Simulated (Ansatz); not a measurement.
# Every step of a relaxation of SiNi (CsCl type)

DFT, PBE, PAW with Ansatz's default frozen-core files, scalar-relativistic (Ansatz 0.2.0); a Γ-centred 14×14×14 k mesh, Fermi–Dirac smearing of 0.1 eV, no spin polarisation. The run relaxes cell and atoms at a target pressure of 0.087 GPa.

Command: `ansatz run input.yaml --threads 1 --pin off --max-ram 3584MiB --backend cpu --events-out ev --progress --plain --runs-dir out` It took 14 s on 1 thread of Intel(R) Xeon(R) Platinum 8375C CPU @ 2.90GHz (Ice Lake), with other jobs on the host, peak memory 0.39 GiB.

```yaml
crystal:
  lattice:
    - [2.9150338986, 0.0, 0.0]
    - [0.0, 2.9150338986, 0.0]
    - [0.0, 0.0, 2.9150338986]
  atoms:
    - { symbol: Ni, position: [0.0, 0.0, 0.0] }
    - { symbol: Si, position: [0.5, 0.5, 0.5] }
kpoints:
  mp_grid: { grid: [14, 14, 14] }
scf:
  occupations: { method: fermi_dirac, width: 0.1 }
hamiltonian:
  xc: pbe
  pseudopotentials: { kind: paw }
output:
  forces: true
  stress: true
  eigenvalues: true
relax:
  f_tol: 0.005
  max_steps: 40
  cell: { p_target: 0.087, stress_tol: 0.03 }
```

Each step lists its enthalpy F + pV a cell above the last geometry, the pressure, the cell vectors (Å), and Cartesian positions (Å) with forces (eV/Å).

The first step:

```
step 1  dH = 74.53 meV  P = -11.30 GPa
  cell 2.9150 0.0000 0.0000  0.0000 2.9150 0.0000  0.0000 0.0000 2.9150
  Ni 0.0000 0.0000 0.0000   0.0000 0.0000 0.0000
  Si 1.4575 1.4575 1.4575   0.0000 0.0000 0.0000
```

Spin polarisation is left out, though a magnetic state may lie lower.

Q: Where does the relaxation end, and by which steps?

A: After 5 geometries, with conventional a, b, c = 2.838, 2.838, 2.838 Å, at 11.425 Å³/atom (-7.75 % against the start) in space group Pm-3m, with a shortest distance of 2.458 Å. The further steps:
```
step 2  dH = 12.32 meV  P = -5.00 GPa
  cell 2.8680 0.0000 0.0000  0.0000 2.8680 0.0000  0.0000 0.0000 2.8680
  Ni 0.0000 0.0000 0.0000   0.0000 0.0000 0.0000
  Si 1.4340 1.4340 1.4340   0.0000 0.0000 0.0000
step 3  dH = 0.40 meV  P = 1.13 GPa
  cell 2.8321 0.0000 0.0000  0.0000 2.8321 0.0000  0.0000 0.0000 2.8321
  Ni 0.0000 0.0000 0.0000   0.0000 0.0000 0.0000
  Si 1.4160 1.4160 1.4160   0.0000 0.0000 0.0000
step 4  dH = 0.00 meV  P = 0.02 GPa
  cell 2.8381 0.0000 0.0000  0.0000 2.8381 0.0000  0.0000 0.0000 2.8381
  Ni 0.0000 0.0000 0.0000   0.0000 0.0000 0.0000
  Si 1.4190 1.4190 1.4190   0.0000 0.0000 0.0000
step 5  dH = 0.00 meV  P = 0.09 GPa
  cell 2.8377 0.0000 0.0000  0.0000 2.8377 0.0000  0.0000 0.0000 2.8377
  Ni 0.0000 0.0000 0.0000   0.0000 0.0000 0.0000
  Si 1.4189 1.4189 1.4189   0.0000 0.0000 0.0000
step 6  dH = 0.59 meV  P = 0.11 GPa  (same geometry on a basis chosen anew; earlier energies don't compare to the last digit)
  cell 2.8377 0.0000 0.0000  0.0000 2.8377 0.0000  0.0000 0.0000 2.8377
  Ni 0.0000 0.0000 0.0000   0.0000 0.0000 0.0000
  Si 1.4189 1.4189 1.4189   0.0000 0.0000 0.0000
```
